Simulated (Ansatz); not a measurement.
## Hf: single point with PBE

The system is Hf.

```
Hf
1.0
     3.19670    0.00000    0.00000
    -1.59835    2.76842    0.00000
     0.00000    0.00000    5.05780
Hf
2
Direct
  0.67080 0.34630 0.75451
  0.32565 0.67287 0.24668
```

The cell isn't the ideal one: atoms moved at random, drawn with an rms of 0.05 Å.

- Program: Ansatz 0.2.0
- Task: single point
- Functional: PBE
- Potentials or basis: all-electron LAPW, scalar-relativistic
- Cutoff: 222 eV (chosen from the basis error)
- Basis error allowed: 0.001 eV/atom
- k mesh: 10 × 10 × 5
- Occupations: fermi-dirac, width 0.05 eV
- Spin: no spin polarisation

| Item | Value |
| --- | --- |
| Pressure | 0.7 GPa |
| Largest force | 0.166 eV/Å |
| Band gap on the k mesh | none (metal or under the smearing width) |

Forces in eV/Å, atoms in the order of the input:
```
Hf  -0.063 -0.043 -0.147
Hf   0.063  0.043  0.147
```

Stress tensor (GPa, compression positive):
```
0.92 0.25 0.05
0.25 0.57 0.04
0.05 0.04 0.54
```

Levels at points of the mesh, in eV from the Fermi level:
```
             k point  band 32  band 33  band 34  band 35  band 36  band 37  band 38  band 39  band 40  band 41
  (0.00, 0.00, 0.00)   -11.76    -7.37    -3.70     0.63     1.16     1.20     1.47     1.96     2.03     2.58
 (0.00, -0.50, 0.00)   -11.78    -3.37    -2.75    -2.25    -0.79     0.78     0.94     1.71     5.91     6.37
 (-0.50, 0.00, 0.00)   -11.78    -3.30    -2.75    -2.16    -0.82     0.75     0.81     1.64     5.86     6.41
(-0.50, -0.50, 0.00)   -11.78    -3.36    -2.75    -2.24    -0.79     0.78     0.93     1.70     5.90     6.37
```

Wall time 54 s on 1 thread of Intel(R) Xeon(R) 6975P-C (Granite Rapids), with other jobs on the host, peak memory 0.89 GiB.

The run has no spin-orbit coupling, so splittings on Hf are missing.
